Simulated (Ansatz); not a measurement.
# Rhenium (bcc) across density functionals

All rows: Ansatz, plane waves with scalar-relativistic PAW, 420 eV (500 eV for the SCAN forms), relaxed under each functional, no dispersion correction, no zero-point motion. B₀ comes from uniform scaling at fixed shape; a dash is a value not given.

```
functional  V (Å³/atom)         cell  B₀ (GPa)     magnetic state  ΔE to hcp (meV/atom)
    r²SCAN        14.83  a = 3.096 Å       379  spin not included                   267
    PBEsol        14.68  a = 3.085 Å       381  spin not included                   320
       LDA        14.46  a = 3.070 Å       395  spin not included                   335
    revPBE        15.21  a = 3.121 Å       346  spin not included                   300
      RPBE        15.25  a = 3.125 Å       342  spin not included                   298
      BLYP        15.70  a = 3.155 Å       314  spin not included                   305
```

(1) What does PBE give?

## Answers

(1) V (Å³/atom): 15.09; cell: a = 3.113 Å; B₀ (GPa): 354; magnetic state: spin not included; ΔE to hcp (meV/atom): 306.
